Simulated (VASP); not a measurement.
BeS:

```
CELL_PARAMETERS angstrom
0.00000 2.45691 2.45691
2.45691 0.00000 2.45691
2.45691 2.45691 0.00000
ATOMIC_POSITIONS crystal
Be 0.00000 0.00000 0.00000
S 0.25000 0.25000 0.25000
```

The cell isn't the ideal one: cell and atoms relaxed from 1.04 times the given volume.

* Program: VASP 6.6.1
* Task: relaxation of cell and atoms
* Functional: r2SCAN
* Potentials or basis: VASP PAW PBE potentials, release 64 (Be, S)
* Cutoff: 600 eV
* k mesh: 9 × 9 × 9
* Occupations: fermi-dirac, width 0.02 eV
* Spin: no spin polarisation

At the start: pressure -2.3 GPa; volume 14.83 Å³/atom.

Q: How do energy, volume and symmetry change on relaxing?

A: Over 3 steps the energy falls by 2.7 meV/atom and the volume is 14.47 Å³/atom (-2.4 %); space group F-43m (No. 216, to 0.05 Å).

Step by step:
| step | energy change (eV) | largest force (eV/Å) | pressure (GPa) | volume (Å³) |
| --- | --- | --- | --- | --- |
| 1 | 0.0000 | 0.0000 | -2.30 | 29.66 |
| 2 | -0.0050 | 0.0000 | 0.61 | 28.76 |
| 3 | -0.0053 | 0.0000 | 0.01 | 28.94 |

Final structure:
```
CELL_PARAMETERS angstrom
0.00000 2.43672 2.43672
2.43672 0.00000 2.43672
2.43672 2.43672 0.00000
ATOMIC_POSITIONS crystal
Be 0.00000 0.00000 0.00000
S 0.25000 0.25000 0.25000
```

Caveat: the PAW data sets were made with another functional, which shifts forces and pressure a little.
